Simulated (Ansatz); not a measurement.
# BaTiO3: how well frozen cores do

The same cell of BaTiO3 is computed with LAPW, all electrons, PAW with frozen cores and all-electron PAW on datasets made for the crystal, to set the results side by side.

Method: DFT PBE, scalar-relativistic, in Ansatz 0.2.0.

### 1 Starting point

The structure is tetragonal, space group P4mm (No. 99). The conventional cell has a = 4.000 Å, b = 4.000 Å, c = 4.018 Å, α = 90.00°, β = 90.00°, γ = 90.00°. Ba (site symmetry 4mm) is surrounded by 12 O at 2.79 to 2.88 Å. Around Ti (site symmetry 4mm) lie 6 O at 1.87 to 2.15 Å. Around O (site symmetry 4mm) lie 2 Ti at 1.87 to 2.15 Å. Around O (site symmetry 2mm) lie 2 Ti at 2.00 Å and 4 Ba at 2.79 to 2.88 Å.

Structure file:

```cif
data_structure
_symmetry_space_group_name_H-M 'P 1'
_symmetry_Int_Tables_number 1
_cell_length_a 3.9998
_cell_length_b 3.9998
_cell_length_c 4.0180
_cell_angle_alpha 90.000
_cell_angle_beta 90.000
_cell_angle_gamma 90.000
_cell_volume 64.28
loop_
_atom_site_label
_atom_site_type_symbol
_atom_site_fract_x
_atom_site_fract_y
_atom_site_fract_z
_atom_site_occupancy
Ba1 Ba 0.00000 0.00000 0.00000 1
Ti1 Ti 0.50000 0.50000 0.48200 1
O1 O 0.50000 0.50000 0.01600 1
O2 O 0.50000 0.00000 0.51500 1
O3 O 0.00000 0.50000 0.51500 1
```

The structure is an experimental refinement, used without relaxation.

Atoms are numbered in the order of the input: Ba1, Ti2, O3, O4, O5.

### 2 LAPW, all electrons

input.yaml reads:

```yaml
crystal:
  lattice:
    - [3.9998, 0.0, 0.0]
    - [0.0, 3.9998, 0.0]
    - [0.0, 0.0, 4.018]
  atoms:
    - { symbol: Ba, position: [0.0, 0.0, 0.0] }
    - { symbol: Ti, position: [0.5, 0.5, 0.482] }
    - { symbol: O, position: [0.5, 0.5, 0.016] }
    - { symbol: O, position: [0.5, 0.0, 0.515] }
    - { symbol: O, position: [0.0, 0.5, 0.515] }
kpoints:
  mp_grid: { grid: [7, 7, 7] }
  band_path:
    path:
      - [0.0, 0.0, 0.0]
      - [0.0, 0.5, 0.0]
      - [0.5, 0.5, 0.0]
      - [0.0, 0.0, 0.0]
      - [0.0, 0.0, 0.5]
      - [0.0, 0.5, 0.5]
      - [0.5, 0.5, 0.5]
      - [0.0, 0.0, 0.5]
      - [0.0, 0.5, 0.0]
    npoints: 14
scf:
  occupations: { method: fermi_dirac, width: 0.08 }
hamiltonian:
  xc: pbe
  pseudopotentials: { kind: all_electron, lapw: { basis_error: 0.001 } }
output:
  forces: true
  stress: true
  eigenvalues: true
  fatbands: true
  populations: true
  dos: { projected: true, de: 0.2, e_range: [-14, 8] }
```

The run is started by

```sh
$ ansatz run input.yaml --threads 2 --pin off --max-ram 6144MiB --backend cpu --events-out ev --progress --plain --runs-dir out
```

### 3 PAW with frozen cores

input.yaml, as its differences from that of step 2:

```diff
@@ -29,3 +29,3 @@
   xc: pbe
-  pseudopotentials: { kind: all_electron, lapw: { basis_error: 0.001 } }
+  pseudopotentials: { kind: paw }
 output:
@@ -34,4 +34,9 @@
   eigenvalues: true
-  fatbands: true
+  efg: { contact_densities: true }
   populations: true
+  bader: true
   dos: { projected: true, de: 0.2, e_range: [-14, 8] }
+  write_density: true
+  write_potential: true
+  elf: true
+  volumetric_format: npy
```

### 4 All-electron PAW on datasets made for the crystal

input.yaml, as its differences from that of step 3:

```diff
@@ -24,3 +24,3 @@
       - [0.0, 0.5, 0.0]
-    npoints: 14
+    npoints: 8
 scf:
@@ -29,3 +29,3 @@
   xc: pbe
-  pseudopotentials: { kind: paw }
+  pseudopotentials: { kind: all_electron, datasets: crystal }
 output:
@@ -35,8 +35 @@
   efg: { contact_densities: true }
-  populations: true
-  bader: true
-  dos: { projected: true, de: 0.2, e_range: [-14, 8] }
-  write_density: true
-  write_potential: true
-  elf: true
-  volumetric_format: npy
```

(Steps that only read results are left out.)

**Question.** What will these runs give? Wanted: pressure; gap; largest force; Bader charges; highest ELF.

**Answer**, as computed:

| quantity | value |
| --- | --- |
| pressure | LAPW 2.66, PAW 2.66, crystal datasets 2.66 GPa |
| gap (LAPW) | 1.83 eV, indirect from A to Γ |
| largest force | LAPW 0.353, PAW 0.351, crystal datasets 0.352 eV/Å |
| Bader charges (PAW) | Ba1 +1.53, Ti2 +2.21, O3 -1.23, O4 -1.26 e |
| highest ELF (PAW) | 0.84, 0.64 Å from O |

In words: The pressure of 2.7 GPa pushes the cell to expand, with the atoms held in place. A gap opens: 1.83 eV, indirect from A to Γ. Spin-orbit coupling is left out, though the cell holds Ba; it can shift such gaps by tenths of an eV. The top eV of the valence band is mostly O 2p (95 % of the projected weight). The projection holds only the free atom's occupied shells (Ba 5p, Ti 3d, O 2s, O 2p in this range). The field gradient at O4, the largest by crystal datasets, is 2.81 by PAW and 2.72 by crystal datasets (10²¹ V/m²), within 5 %. No spin–orbit coupling: at heavy atoms the gradients can be off by tens of per cent for that reason. In pressure, PAW differs from LAPW by less than 0.01 GPa and less than 0.01 eV in the gap. The forces differ by at most 2 meV/Å in a component, on a largest force of 0.353 eV/Å. LAPW took about 4 times as long as PAW (2.1 min against 29 s, on a shared host and with the outputs that each input asks for).
